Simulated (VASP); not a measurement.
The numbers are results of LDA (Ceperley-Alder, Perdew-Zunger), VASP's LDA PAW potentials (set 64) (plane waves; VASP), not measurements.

The input files of a VASP run:

**INCAR**
```
# general
SYSTEM = MgF2
PREC   = Accurate
ENCUT  = 520
LREAL  = .FALSE.
LASPH  = .TRUE.

# electronic loop
EDIFF  = 1E-6
NELM   = 100
ALGO   = Normal

# smearing
ISMEAR = 0
SIGMA  = 0.05

# ions
IBRION = 2
NSW    = 60
ISIF   = 3
EDIFFG = -0.02

# output
LWAVE  = .FALSE.
LCHARG = .FALSE.
```

**KPOINTS**
```
Automatic mesh
0
Gamma
5 5 7
0 0 0
```

### POSCAR
```
MgF2
1.0
  4.5323519143   0.0000000000   0.0000000000
  0.0000000000   4.5323519143   0.0000000000
  0.0000000000   0.0000000000   2.9991680484
Mg F
2 4
Direct
  1.0000000000   0.0000000000   1.0000000000
  0.5000000000   0.5000000000   0.5000000000
  0.3027590810   0.3027590810   0.0000000000
  0.8027590810   0.1972409190   0.5000000000
  0.1972409190   0.8027590810   0.5000000000
  0.6972409190   0.6972409190   1.0000000000
```

POTCAR, in this order: Mg F (LDA.64 set). Program: vasp_std.

The run wrote:

File OUTCAR:
```
 ion  position               nearest neighbor table
   1  0.000  0.000  0.000-   3 1.94   6 1.94   5 1.96   4 1.96   4 1.96   5 1.96   2 3.54   2 3.54
                             2 3.54   2 3.54   2 3.54   2 3.54   2 3.54   2 3.54
   2  0.500  0.500  0.500-   4 1.94   5 1.94   3 1.96   6 1.96   3 1.96   6 1.96   1 3.54   1 3.54
                             1 3.54   1 3.54   1 3.54   1 3.54   1 3.54   1 3.54
   3  0.303  0.303  0.000-   1 1.94   2 1.96   2 1.96
   4  0.803  0.197  0.500-   2 1.94   1 1.96   1 1.96
   5  0.197  0.803  0.500-   2 1.94   1 1.96   1 1.96
   6  0.697  0.697  0.000-   1 1.94   2 1.96   2 1.96
  LATTYP: Found a simple tetragonal cell.
 ALAT       =     4.5323519143
 C/A-ratio  =     0.6617244435
 Subroutine PRICEL returns:
 Original cell was already a primitive cell.
 Subroutine GETGRP returns: Found 16 space group operations
The static configuration has the point symmetry D_2h.
 The point group associated with its full space group is D_4h.
The dynamic configuration has the point symmetry D_2h.
 Subroutine INISYM returns: Found 16 space group operations
 Subroutine IBZKPT returns following result:
 Found     24 irreducible k-points:

 Following reciprocal coordinates:
            Coordinates               Weight
  0.000000  0.000000  0.000000      1.000000
  0.200000  0.000000  0.000000      4.000000
  0.400000  0.000000  0.000000      4.000000
  0.200000  0.200000  0.000000      4.000000
  0.400000  0.200000  0.000000      8.000000
  0.400000  0.400000  0.000000      4.000000
  0.000000  0.000000  0.142857      2.000000
  0.200000  0.000000  0.142857      8.000000
  0.400000  0.000000  0.142857      8.000000
  0.200000  0.200000  0.142857      8.000000
  0.400000  0.200000  0.142857     16.000000
  0.400000  0.400000  0.142857      8.000000
  0.000000  0.000000  0.285714      2.000000
  0.200000  0.000000  0.285714      8.000000
  0.400000  0.000000  0.285714      8.000000
  0.200000  0.200000  0.285714      8.000000
  0.400000  0.200000  0.285714     16.000000
  0.400000  0.400000  0.285714      8.000000
  0.000000  0.000000  0.428571      2.000000
  0.200000  0.000000  0.428571      8.000000
  0.400000  0.000000  0.428571      8.000000
  0.200000  0.200000  0.428571      8.000000
  0.400000  0.200000  0.428571     16.000000
  0.400000  0.400000  0.428571      8.000000
   k-points           NKPTS =     24   k-points in BZ     NKDIM =     24   number of bands    NBANDS=     20
   number of dos      NEDOS =    301   number of ions     NIONS =      6
   total plane-waves  NPLWV =  31104
   dimension x,y,z NGX =    36 NGY =   36 NGZ =   24
   dimension x,y,z NGXF=    72 NGYF=   72 NGZF=   48
   ions per type =               2   4
   PREC   = accura    normal or accurate (medium, high low for compatibility)
   ISTART =      0    job   : 0-new  1-cont  2-samecut
   ICHARG =      2    charge: 1-file 2-atom 10-const
   ISPIN  =      1    spin polarized calculation?
   LNONCOLLINEAR =      F non collinear calculations
   LSORBIT =      F    spin-orbit coupling
   INIWAV =      1    electr: 0-lowe 1-rand  2-diag
   ENCUT  =  520.0 eV  38.22 Ry    6.18 a.u.   8.43  8.43  5.58*2*pi/ulx,y,z
   NELM   =    100;   NELMIN=  2; NELMDL= -5     # of ELM steps
   EDIFF  = 0.1E-05   stopping-criterion for ELM
   LREAL  =      F    real-space projection
   NLSPLINE    = F    spline interpolate recip. space projectors
   LMAXMIX     =    2 max onsite mixed and CHGCAR
   VOSKOWN=      0    Vosko Wilk Nusair interpolation
   EDIFFG = -.2E-01   stopping-criterion for IOM
   NSW    =     60    number of steps for IOM
   NBLOCK =      1;   KBLOCK =     60    inner block; outer block
   IBRION =      2    ionic relax: 0-MD 1-quasi-New 2-CG
   NFREE  =      1    steps in history (QN), initial steepest desc. (CG)
   ISIF   =      3    stress and relaxation
   ISYM   =      2    0-nonsym 1-usesym 2-fastsym
...
```

OSZICAR:
```
       N       E                     dE             d eps       ncg     rms          rms(c)
DAV:   1     0.203098874025E+03    0.20310E+03   -0.18566E+04   984   0.152E+03
DAV:   2    -0.279628139844E+02   -0.23106E+03   -0.22471E+03  1256   0.341E+02
DAV:   3    -0.375694143243E+02   -0.96066E+01   -0.95897E+01  1136   0.726E+01
DAV:   4    -0.376296848482E+02   -0.60271E-01   -0.60250E-01  1100   0.667E+00
DAV:   5    -0.376300347091E+02   -0.34986E-03   -0.34984E-03  1092   0.515E-01    0.955E+00
DAV:   6    -0.351599049228E+02    0.24701E+01   -0.10147E+01  1104   0.244E+01    0.286E+00
DAV:   7    -0.351095428873E+02    0.50362E-01   -0.90968E-02  1020   0.232E+00    0.174E+00
DAV:   8    -0.350839238767E+02    0.25619E-01   -0.27499E-02  1144   0.208E+00    0.137E-01
DAV:   9    -0.350839257779E+02   -0.19012E-05   -0.17844E-03  1120   0.319E-01    0.597E-02
DAV:  10    -0.350839394418E+02   -0.13664E-04   -0.15332E-04  1068   0.996E-02    0.462E-03
DAV:  11    -0.350839390982E+02    0.34359E-06   -0.35467E-06  1092   0.151E-02
   1 F= -.35083939E+02 E0= -.35083939E+02  d E =-.350839E+02
```

File OUTCAR:
```
------------------------ aborting loop because EDIFF is reached ----------------------------------------
  FORCE on cell =-STRESS in cart. coord.  units (eV):
  Direction    XX          YY          ZZ          XY          YZ          ZX
  --------------------------------------------------------------------------------------
  Total       -0.0890924     -0.0890924      0.0492702      0.0000000      0.0000000      0.0000000
  in kB       -2.3168771     -2.3168771      1.2812887      0.0000000      0.0000000      0.0000000
  external PRESSURE =      -1.1174885 kB  Pullay stress =       0.0000000 kB
  volume of cell :       61.61
      direct lattice vectors                 reciprocal lattice vectors
     4.532351914  0.000000000  0.000000000     0.220636001  0.000000000  0.000000000
     0.000000000  4.532351914  0.000000000     0.000000000  0.220636001  0.000000000
     0.000000000  0.000000000  2.999168048     0.000000000  0.000000000  0.333425798
 POSITION                                       TOTAL-FORCE (eV/Angst)
 -----------------------------------------------------------------------------------
      0.00000      0.00000      0.00000         0.000000      0.000000      0.000000
      2.26618      2.26618      1.49958         0.000000      0.000000      0.000000
      1.37221      1.37221      0.00000        -0.011462     -0.011462     -0.000000
      3.63839      0.89397      1.49958        -0.011462      0.011462      0.000000
      0.89397      3.63839      1.49958         0.011462     -0.011462      0.000000
      3.16014      3.16014      0.00000         0.011462      0.011462      0.000000
 -----------------------------------------------------------------------------------
    total drift:                                0.000000      0.000000     -0.000000
  FREE ENERGIE OF THE ION-ELECTRON SYSTEM (eV)
  ---------------------------------------------------
  free  energy   TOTEN  =       -35.0839390982 eV

  energy  without entropy=      -35.0839390982  energy(sigma->0) =      -35.08393910

 reached required accuracy - stopping structural energy minimisation
```
(Selected blocks of OUTCAR.)

The compound is MgF2 in the rutile structure. It was relaxed first, which changed the volume by -5 %. The start is the result of an earlier pass.
